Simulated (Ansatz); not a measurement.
**What a trial cell of Se relaxes into**

Method: Ansatz 0.2.0, DFT PBEsol, scalar-relativistic, plane waves, PAW. Cutoff 420 eV, Γ-centred k mesh, Gaussian smearing, no spin polarisation in the final step.

The start puts Se on the iodine structure type (Cmce, No. 64), at a guessed volume.

```yaml
crystal:
  lattice:
    - [3.14340, -2.07755, 0.00000]
    - [3.14340, 2.07755, 0.00000]
    - [0.00000, 0.00000, 8.47484]
  atoms:
    - { symbol: Se, position: [0.85000, 0.15000, 0.11700] }
    - { symbol: Se, position: [0.65000, 0.35000, 0.61700] }
    - { symbol: Se, position: [0.15000, 0.85000, 0.88300] }
    - { symbol: Se, position: [0.35000, 0.65000, 0.38300] }
```

Cell and atoms relax at zero pressure; the relaxation can't lower the symmetry of the start. After a coarse first stage the cell is made exact in the group found at 0.06 Å.

Energies count from the standard state of Se at the same level.

Problem. What does it relax into?

Solution. It ends in I4/mmm (No. 139). Conventional cell: a = 3.023 Å, c = 9.959 Å. Se has 1 Se at 2.29 Å.

```cif
data_structure
_symmetry_space_group_name_H-M 'I4/mmm'
_symmetry_Int_Tables_number 139
_cell_length_a 3.0228
_cell_length_b 3.0228
_cell_length_c 9.9589
_cell_angle_alpha 90.000
_cell_angle_beta 90.000
_cell_angle_gamma 90.000
_cell_volume 91.00
loop_
_atom_site_label
_atom_site_type_symbol
_atom_site_symmetry_multiplicity
_atom_site_Wyckoff_symbol
_atom_site_fract_x
_atom_site_fract_y
_atom_site_fract_z
_atom_site_occupancy
Se1 Se 4 e 0.00000 0.00000 0.11518 1
```

Problem. What are its volume, energy, density and gap?

Solution. The volume per atom is 22.7 Å³ and the density is 5.8 g/cm³. The energy over the standard structure is 0.18 eV/atom and the gap on the 24×24×24 mesh is 0 eV (a metal).

The final run used a 24×24×24 mesh on its 2-atom cell and 0.10 eV smearing. The k mesh leaves about 4 meV/atom of noise in metals. No dispersion correction is applied, so the spacing between layers, chains or molecules is poorly fixed, and with it the volume and density. Symmetry constrained the relaxation, so the result can be a saddle point.